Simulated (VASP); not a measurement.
Write the native input for VASP 6.6.1 that does the following.

```
Task                   : relaxation of cell and atoms
Functional             : PBEsol
Potentials or basis    : VASP PAW PBE potentials, release 64 (Si)
Cutoff                 : 600 eV
k mesh                 : 12 × 12 × 12
Occupations            : gaussian, width 0.02 eV
Spin                   : no spin polarisation
Dipole correction      : no
Further INCAR settings : ALGO = Normal; EDIFF = 1e-06; IBRION = 2; EDIFFG = -0.01; NSW = 100; ISIF = 3
```

The structure of Si lies in POSCAR:

```
Si
1.0
    0.0000000000      2.7169170817      2.7169170817
    2.7169170817      0.0000000000      2.7169170817
    2.7169170817      2.7169170817      0.0000000000
Si
2
Direct
    0.2500000000      0.2500000000      0.2500000000
    0.0000000000      0.0000000000      0.0000000000
```

The input as run:

INCAR

```
SYSTEM = Si
PREC = Accurate
ENCUT = 600
EDIFF = 1E-6
ISMEAR = 0
SIGMA = 0.02
LREAL = .FALSE.
LASPH = .TRUE.
NELM = 100
ALGO = Normal
ISIF = 3
LWAVE = .FALSE.
LCHARG = .FALSE.
GGA = PS
IBRION = 2
NSW = 100
EDIFFG = -0.01
```

KPOINTS

```
regular mesh
0
G
  12 12 12
  0 0 0
```

Potentials or basis: VASP PAW PBE potentials, release 64 (Si).

Command:

```sh
$ cat potpaw_PBE.64/Si/POTCAR > POTCAR
$ mpirun -np 1 vasp_std > vasp.out
```

It gave:

```json
{"Relaxed volume": "20.09 Å³/atom", "Relaxed cell": "a = 3.845 Å, b = 3.845 Å, c = 3.845 Å, α = 60.00°, β = 60.00°, γ = 60.00°", "Space group after relaxing (to 0.05 Å)": "Fd-3m (No. 227)", "Energy gained by relaxing": "0.0 meV/atom", "Ionic steps": "2", "Pressure after relaxing": "-0.1 GPa", "Band gap on the k mesh": "0.46 eV, indirect (least direct gap 2.52 eV)"}
```

Caveat: the PAW data sets were made with another functional, which shifts forces and pressure a little.

Run time: 11 s on 1 thread of Intel(R) Xeon(R) 6975P-C (Granite Rapids), with other jobs on the host, peak memory 0.17 GiB.
